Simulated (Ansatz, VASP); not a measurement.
**Cross-check of SiC between VASP and Ansatz**

Wanted: the spread between two codes on one cell, functional and k mesh. The cell is taken from a series of VASP runs on this material, whose earlier steps may have relaxed, scaled or displaced it; both programs get it as it stands.

Program: Ansatz 0.2.0. Level of theory: plane waves, with VASP 6.6.1 beside it; relaxation of cell and atoms at LDA. Results are calculated unless marked as measured.

### Step 1. Starting point

The structure is cubic, space group F-43m (No. 216). Conventional cell: a = 4.330 Å, b = 4.330 Å, c = 4.330 Å, α = 90.00°, β = 90.00°, γ = 90.00°. Si has 4 C at 1.88 Å nearest. C has 4 Si at 1.88 Å nearest. Farther neighbours are not listed.

### Step 2. Ansatz: relaxation of cell and atoms, LDA

Ansatz runs on its default PAW (the set named soft_2) files.

The relaxed volume is the usual yardstick between codes: its relative difference is about their pressure difference at one cell divided by the bulk modulus.

The input, input.yaml:

```yaml
crystal:
  lattice:
    - [0.0, 2.1652404209, 2.1652404209]
    - [2.1652404209, 0.0, 2.1652404209]
    - [2.1652404209, 2.1652404209, 0.0]
  atoms:
    - { symbol: Si, position: [0.0, 0.0, 0.0] }
    - { symbol: C, position: [0.25, 0.25, 0.25] }
hamiltonian:
  xc: lda
  pseudopotentials: { kind: paw }
kpoints:
  mp_grid: { grid: [12, 12, 12] }
scf:
  occupations: { method: gaussian, width: 0.02 }
relax:
  f_tol: 0.01
  max_steps: 60
  cell: { stress_tol: 0.05 }
output:
  forces: true
  stress: true
```

On the command line:

```console
$ ansatz run input.yaml --threads 4 --pin off --max-ram 9216MiB --backend cpu --events-out ev --progress --plain --runs-dir out
```

Numbers of over 12 decimals in the logs are rounded to 6 here.

What it wrote:

```text
Engine: ansatz 0.2.0, aarch64-unknown-linux-gnu
Pseudopotentials: kind: paw
Pseudopotential: Si, paw, valence charge 4, recommended cutoff 420 eV (normal), Si.paw.azcp
Pseudopotential: C, paw, valence charge 4, recommended cutoff 420 eV (normal), C.paw.azcp
Functional definition: SPW92
  exchange = slater_x
  correlation = pw_c
Crystal: 2 atoms, lattice volume = 20.302 Å³
Basis set: ecut = 420 eV, 411 PW (Γ)
Bands: 8, of which v1, the nominal top of the filled ones, is band 4 counted from 1 (3 counted from 0)
Symmetry: 24 space group operations
Space group: F-43m (ITA 216), of the structure as read, at distance tolerance 2.7e-5 Å
k-points: 72 of 1728 (time reversal used)
Non-local potential: Si, projectors of the file, l = 0: 2, l = 1: 2, l = 2: 2
Non-local potential: C, projectors of the file, l = 0: 2, l = 1: 2, l = 2: 1
PAW form: soft (Blöchl's): semilocal exchange-correlation on the pseudo side does not see the compensation charge
PAW frozen core: Si, regenerated for the run's functional, and the local potential with it (the file was generated under x = pbe(κ = 0.804, μ = 0.219515), c = pbe(β = 0.066725))
PAW frozen core: C, regenerated for the run's functional, and the local potential with it (the file was generated under x = pbe(κ = 0.804, μ = 0.219515), c = pbe(β = 0.066725))
PAW one-centre angular grid: Si, 110 points (default); XC on 64 Gauss nodes
PAW one-centre angular grid: C, 110 points (default); XC on 64 Gauss nodes
Initial density: superposition of atomic densities (neutral atoms: chi_scale 0, normalization atom), corrected by the library's trained network
Initial wavefunctions: pseudopotential atomic-orbital guess
Functional: x = slater, c = lda
SCF iter   1: F=—  HF=-852.204223 eV  |F-HF|=—  |Δ(HF+E_count)|=         —  Δρ=7.56e-3  dr2=1.17e-2  ethr=1.77e-3  ⟨swp⟩=6.1  Hψ=4887  notcnv=0
preconditioner: auto → none  [insulator: Δε(μ)=1.230 eV  Ē_g=14.059 eV  σ=0.020 eV  W_gap=1.00  n_scr=0 (ndim 8)  ℏωp=23.3 eV  f_vac=0.000  D(μ)=0.00/eV (n_scr^D=0)  ε∞_Penn≈3.7]
SCF iter   2: F=—  HF=-852.201077 eV  |F-HF|=—  |Δ(HF+E_count)|=   3.15e-3  Δρ=3.46e-3  dr2=1.15e-3  ethr=1.46e-4  ⟨swp⟩=2.3  Hψ=1489  notcnv=0
SCF iter   3: F=—  HF=-852.200774 eV  |F-HF|=—  |Δ(HF+E_count)|=   3.04e-4  Δρ=1.46e-3  dr2=1.69e-4  ethr=1.43e-5  ⟨swp⟩=2.5  Hψ=1062  notcnv=0
SCF iter   4: F=—  HF=-852.200733 eV  |F-HF|=—  |Δ(HF+E_count)|=   4.06e-5  Δρ=2.95e-4  dr2=7.37e-6  ethr=2.11e-6  ⟨swp⟩=1.0  Hψ=576  notcnv=0
SCF iter   5: F=—  HF=-852.200732 eV  |F-HF|=—  |Δ(HF+E_count)|=   1.62e-6  Δρ=2.24e-5  dr2=4.47e-8  ethr=9.22e-8  ⟨swp⟩=1.3  Hψ=653  notcnv=0
SCF iter   6: F=-852.200732 eV  HF=-852.200732 eV  |F-HF|=7.05e-11  |Δ(HF+E_count)|=   8.14e-9  Δρ=1.42e-6  dr2=1.34e-10  ethr=5.59e-10  ⟨swp⟩=2.5  Hψ=1987  notcnv=0
SCF 1 converged in 6 iterations: F = -852.200732 eV  dr2 = 1.34e-10
  greatest PAW one-centre occupation: 0.639 electrons in one spin orbital (limit 2), on the C atom at site 1 (counted from 0), in its partial waves of l = 0
relax step   1: F+E_penalty+E_count = -852.20073174 eV  Δ(F+E_penalty+E_count) = +0.000e0 eV  max|allowed force component| = 4.256e-16 eV/Å  Δτ_max = 0.0000 Å  P = -0.238 GPa  Ω = 20.302 Å³  (6 SCF iters, dr2 threshold 1.00e-7 eV, accepted)
[...]
relax step   2: F+E_penalty+E_count = -852.20077091 eV  Δ(F+E_penalty+E_count) = -3.917e-5 eV  max|allowed force component| = 1.480e-16 eV/Å  Δτ_max = 0.0000 Å  P = -0.113 GPa  Ω = 20.291 Å³  energy of the carried Pulay correction = +2.718e-5 eV  (3 SCF iters, dr2 threshold 1.42e-7 eV, accepted)
[...]
relax step   3: F+E_penalty+E_count = -852.20079896 eV  Δ(F+E_penalty+E_count) = -2.805e-5 eV  max|allowed force component| = 1.527e-16 eV/Å  Δτ_max = 0.0000 Å  P = +0.001 GPa  Ω = 20.282 Å³  energy of the carried Pulay correction = +5.179e-5 eV  (3 SCF iters, dr2 threshold 3.20e-8 eV, accepted)
[...]
relax step   4: F+E_penalty+E_count = -852.20073379 eV  Δ(F+E_penalty+E_count) = +6.517e-5 eV  max|allowed force component| = 9.714e-17 eV/Å  Δτ_max = 0.0000 Å  P = -0.003 GPa  Ω = 20.282 Å³  stress off target by 3.04e-3 GPa  SCF on the basis re-selected at this cell (its energy is not comparable with the rows above)  (4 SCF iters)
basis re-selected at this cell: Δ(F+E_penalty+E_count) = +6.517e-5 eV, ΔP = -0.004 GPa vs the last step (what re-selecting the basis moved, of the pressure what is left beyond the Pulay correction that the steps carried, after the strain that the cell walked since its last selection, with what the two solves' SCF thresholds leave and, on support functions, any second-order correction that the steps lacked; it is no m [...]
SCF converged after 4 iterations
Free energy (F): -852.200734 eV
Harris-Foulkes:  -852.200734 eV  (|F-HF|=9.78e-12)
Internal energy: -852.200734 eV  (E = F + TS)
E sigma→0 (E₀):  -852.200734 eV
Fermi energy:    10.147078 eV
--- Per-component energies (eV) ---
  E_band       = 28.651811
  E_kinetic    = 136.794892
  E_local      = -105.056253  (includes V_loc(G=0)·N_el)
  E_nonlocal   = 54.184918
  E_hartree    = 31.578287
  E_xc         = -105.073107
  E_vxc        = -109.834073  (∫ρ·V_xc dr)
  E_paw        = -578.084902  (= ΣΔE_a)
  E_vpaw       = -10.594228  (= ΣTr[D̂ρ^β])
  E_aug_tail   = 0.000016  (compensation charges beyond the density's cutoff)
  E_ewald      = -286.691748
  E_core_change = 0.147163  (= ΣΔE_core)
  E_smearing   = -0.000000  (= −TS)
  E_closure    = 0.000000  (closes the sum)
  Σ components = -852.200734   (vs F -852.200734, Δ=0.00e0)
--- Forces (eV/Å), atoms counted from 1 ---
  atom   1  Si     0.00000000    -0.00000000    -0.00000000
  atom   2  C      0.00000000     0.00000000     0.00000000
  max |Σ_I F_I| component: 1.11e-16 eV/Å
--- Stress (GPa, compression-positive) ---
       -0.003044      -0.000000       0.000000
       -0.000000      -0.003044       0.000000
        0.000000       0.000000      -0.003044
  P = ⅓ Tr σ = -0.0030 GPa (-0.030 kbar)
--- Relaxed structure (3 steps of the walk, 3 accepted, 1 SCFs on fresh bases) ---
  F+E_penalty+E_count = -852.20073379 eV   max|allowed force component| = 9.714e-17 eV/Å   (the final SCF, on the basis selected at the relaxed cell)
  cell:  # Å, volume = 20.2816 Å³
    - [0, 2.164498, 2.164498]
    - [2.164498, 0, 2.164498]
    - [2.164498, 2.164498, 0]
  atoms:
    - { symbol: Si, position: [0, 0, 0] }
    - { symbol: C, position: [0.25, 0.25, 0.25] }
```

Wall time 1.5 s (4 threads of Arm Neoverse V1, shared host); peak memory 0.29 GiB; 5 s of CPU time.

### Step 3. VASP: relaxation of cell and atoms, LDA

The same cell, functional (in two slightly different forms), mesh and smearing now go to VASP, with its own data sets and cutoff.

Lines of VASP's logs that name or quote its potential files are left out, and so is its time.

The input, INCAR:

```
SYSTEM = SiC
PREC = Accurate
ENCUT = 600
EDIFF = 1E-07
NELM = 120
ISMEAR = 0
SIGMA = 0.02
LREAL = .FALSE.
ALGO = Normal
GGA = CA
NBANDS = 10
LORBIT = 11
LWAVE = .FALSE.
LCHARG = .FALSE.
KPAR = 8
IBRION = 2
NSW = 40
ISIF = 3
EDIFFG = -0.005
POTIM = 0.4
```

The input, POSCAR:

```
SiC
1.0
    0.0000000000      2.1652404209      2.1652404209
    2.1652404209      0.0000000000      2.1652404209
    2.1652404209      2.1652404209      0.0000000000
Si C
1 1
Direct
    0.0000000000      0.0000000000      0.0000000000
    0.2500000000      0.2500000000      0.2500000000
```

The input, KPOINTS:

```
Automatic mesh
0
Gamma
12 12 12
0 0 0
```

The projector-augmented-wave data sets are Si and C (LDA family, release 64).

On the command line:

```console
$ mpirun -np 8 vasp_std
```

What it wrote:

```text
[banner, memory and clock lines left out]
running    8 mpi-ranks, on    1 nodes
 distrk:  each k-point on    1 cores,    8 groups
 distr:  one band on    1 cores,    1 groups

 POSCAR found type information on POSCAR SiC
 POSCAR found :  2 types and       2 ions
|                                                                             |
|           W    W    AA    RRRRR   N    N  II  N    N   GGGG   !!!           |
|           W    W   A  A   R    R  NN   N  II  NN   N  G    G  !!!           |
|           W    W  A    A  R    R  N N  N  II  N N  N  G       !!!           |
|           W WW W  AAAAAA  RRRRR   N  N N  II  N  N N  G  GGG   !            |
|           WW  WW  A    A  R   R   N   NN  II  N   NN  G    G                |
|           W    W  A    A  R    R  N    N  II  N    N   GGGG   !!!           |
|                                                                             |
|     For optimal performance we recommend to set                             |
|       NCORE = 2 up to number-of-cores-per-socket                            |
|     NCORE specifies how many cores store one orbital (NPAR=cpu/NCORE).      |
|     This setting can greatly improve the performance of VASP for DFT.       |
|     The default, NCORE=1 might be grossly inefficient on modern             |
|     multi-core architectures or massively parallel machines. Do your        |
|     Unfortunately you need to use the default for GW and RPA                |
|     calculations (for HF NCORE is supported but not extensively tested      |
|     yet).                                                                   |
|                                                                             |

 LDA part: xc-table for (Slater(with rela. corr.)+CA(PZ))
 , standard interpolation
 POSCAR, INCAR and KPOINTS ok, starting setup
 FFT: planning ... GRIDC
 FFT: planning ... GRID_SOFT
 FFT: planning ... GRID
 WAVECAR not read
 entering main loop
       N       E                     dE             d eps       ncg     rms          rms(c)
DAV:   1     0.408551955501E+01    0.40855E+01   -0.44454E+03  1504   0.771E+02
DAV:   2    -0.180102019773E+02   -0.22096E+02   -0.20958E+02  1842   0.117E+02
DAV:   3    -0.187329053029E+02   -0.72270E+00   -0.72107E+00  1674   0.186E+01
DAV:   4    -0.187365577239E+02   -0.36524E-02   -0.36521E-02  1648   0.166E+00
DAV:   5    -0.187365775732E+02   -0.19849E-04   -0.19849E-04  1722   0.113E-01    0.926E+00
DAV:   6    -0.167409859563E+02    0.19956E+01   -0.75459E+00  1500   0.132E+01    0.408E+00
DAV:   7    -0.166657216049E+02    0.75264E-01   -0.39124E-01  1688   0.391E+00    0.182E+00
DAV:   8    -0.166451482411E+02    0.20573E-01   -0.27112E-02  1524   0.107E+00    0.177E-01
DAV:   9    -0.166447869610E+02    0.36128E-03   -0.17986E-03  1776   0.248E-01    0.949E-02
DAV:  10    -0.166448014010E+02   -0.14440E-04   -0.11168E-04  1532   0.709E-02    0.319E-02
DAV:  11    -0.166448018268E+02   -0.42574E-06   -0.30540E-06  1718   0.119E-02    0.134E-02
DAV:  12    -0.166448016038E+02    0.22294E-06   -0.68107E-07  1496   0.428E-03    0.594E-04
DAV:  13    -0.166448016031E+02    0.76500E-09   -0.28133E-08   750   0.115E-03
   1 F= -.16644802E+02 E0= -.16644802E+02  d E =-.166448E+02
 curvature:   0.00 expect dE= 0.000E+00 dE for cont linesearch  0.000E+00
 trial: gam= 0.00000 g(F)=  0.645E-48 g(S)=  0.712E-07 ort = 0.000E+00 (trialstep = 0.100E+01)
 search vector abs. value=  0.713E-07
 reached required accuracy - stopping structural energy minimisation
```

OUTCAR, selected parts (step 3):

```text
ion  position               nearest neighbor table
   1  0.000  0.000  0.000-   2 1.88   2 1.88   2 1.88   2 1.88
   2  0.250  0.250  0.250-   1 1.88   1 1.88   1 1.88   1 1.88

  LATTYP: Found a face centered cubic cell.
 ALAT       =     4.3304808418

 Subroutine GETGRP returns: Found 24 space group operations
 (whereof 24 operations were pure point group operations)

The static configuration has the point symmetry T_d .

 Found     72 irreducible k-points:

   k-points           NKPTS =     72   k-points in BZ     NKDIM =     72   number of bands    NBANDS=     10

   dimension x,y,z NGX =    24 NGY =   24 NGZ =   24
   dimension x,y,z NGXF=    48 NGYF=   48 NGZF=   48

   ENCUT  =  600.0 eV  44.10 Ry    6.64 a.u.   6.12  6.12  6.12*2*pi/ulx,y,z

   NELECT =       8.0000    total number of electrons

 k-points in reciprocal lattice and weights: Automatic mesh
   0.00000000  0.00000000  0.00000000       0.001
   0.08333333  0.00000000  0.00000000       0.005
   0.16666667  0.00000000  0.00000000       0.005
   0.25000000  0.00000000  0.00000000       0.005
   0.33333333  0.00000000  0.00000000       0.005
   0.41666667  0.00000000  0.00000000       0.005
   0.50000000  0.00000000  0.00000000       0.002
   0.08333333  0.08333333  0.00000000       0.003
   0.16666667  0.08333333  0.00000000       0.014
[...]
-0.33333333  0.50000000  0.16666667       0.007
  -0.25000000  0.50000000  0.25000000       0.003

 average (electrostatic) potential at core
       1 -81.6675       2 -48.7625

 E-fermi :   8.4189

 k-point     1 :       0.0000    0.0000    0.0000
  band No.  band energies     occupation
      1      -7.1862      2.00000
      2       8.2784      2.00000
      3       8.2784      2.00000
      4       8.2784      2.00000
      5      14.7943      0.00000
      6      15.6028      0.00000
      7      15.6028      0.00000
      8      15.6028      0.00000
      9      22.8496      0.00000
    ...

 k-point     2 :       0.0833    0.0000    0.0000
  band No.  band energies     occupation
      1      -7.0480      2.00000
      2       7.5583      2.00000
      3       8.1825      2.00000
      4       8.1825      2.00000
      5      14.9726      0.00000
      6      15.7799      0.00000
      7      15.7799      0.00000
      8      15.7967      0.00000
      9      22.0794      0.00000
    ...

 k-point     3 :       0.1667    0.0000    0.0000
  band No.  band energies     occupation
      1      -6.6369      2.00000
      2       5.9132      2.00000
      3       7.9457      2.00000
      4       7.9457      2.00000
      5      14.7554      0.00000
      6      16.1218      0.00000
      7      16.1218      0.00000
      8      16.7374      0.00000
      9      21.2731      0.00000
    ...

  Total        0.0011091      0.0011091      0.0011091      0.0000000      0.0000000      0.0000000
  in kB        0.0875246      0.0875246      0.0875246      0.0000000      0.0000000      0.0000000
  external PRESSURE =       0.0875246 kB  Pullay stress =       0.0000000 kB

  energy-cutoff  :      600.00
  volume of cell :       20.30
      direct lattice vectors                 reciprocal lattice vectors
     0.000000000  2.165240421  2.165240421    -0.230921239  0.230921239  0.230921239
     2.165240421  0.000000000  2.165240421     0.230921239 -0.230921239  0.230921239
     2.165240421  2.165240421  0.000000000     0.230921239  0.230921239 -0.230921239

 POSITION                                       TOTAL-FORCE (eV/Angst)
 -----------------------------------------------------------------------------------
      0.00000      0.00000      0.00000        -0.000000     -0.000000     -0.000000
      1.08262      1.08262      1.08262         0.000000      0.000000      0.000000
 -----------------------------------------------------------------------------------
    total drift:                                0.000000      0.000000      0.000000

  FREE ENERGIE OF THE ION-ELECTRON SYSTEM (eV)
  ---------------------------------------------------
  free  energy   TOTEN  =       -16.6448016031 eV

  energy  without entropy=      -16.6448016031  energy(sigma->0) =      -16.64480160

 reached required accuracy - stopping structural energy minimisation

 total charge
# of ion       s       p       d       tot
------------------------------------------
    1        0.714   0.997   0.000   1.711
    2        0.829   1.729   0.000   2.558
--------------------------------------------------
tot          1.543   2.726   0.000   4.269

[... 3 further parts left out ...]
```

### Step 4. Differences

Known differences besides the potentials themselves: the two LDA forms differ slightly; both relaxations stop at a tolerance, which leaves soft axes loose, and VASP keeps its plane-wave basis; the cutoff is 420 eV in Ansatz and 600 eV in VASP; VASP's log shows a relativistic correction to its local exchange, Ansatz's none; Ansatz adds a Pulay correction to the stress that steers its cell, VASP none. Total energies have different zeros and are not compared.

Both answers:

```
                                         quantity  Ansatz   VASP  difference
                                      volume (Å³)   20.28  20.30     -0.10 %
edge a after relaxation, in the typed setting (Å)   3.061  3.062     -0.03 %
```

The walks stopped with 0.00 GPa left in Ansatz and 0.01 GPa in VASP; each walk ends within a tolerance, so the volume difference is uncertain by about these residues over the bulk modulus, most in soft cells.

### Step 5. What came out

```
difference in volume (relaxation of cell and atoms, LDA) : -0.10 %
```

**Reading.** The difference in volume is -0.10 % (relaxation of cell and atoms, LDA), within the 1.2 % picked in this series as the mark of a large difference, as far as the stopping tolerances let one tell. Such differences can come from data sets, numerical settings and the points named under the comparisons, not from the functional's error against experiment.

[Lines on the potential files, build, host, timing and source positions are cut from VASP's logs without a mark.]

[Logs are printed without paths, hosts, clocks, repeated set-up lines and the standing remarks that a program may print on its own settings, such as how far it seeks lower states.]

[Hosts, paths, dates, database ids (printed as entryN), source tags and the programs' standing remarks are cut or masked in the printed files.]
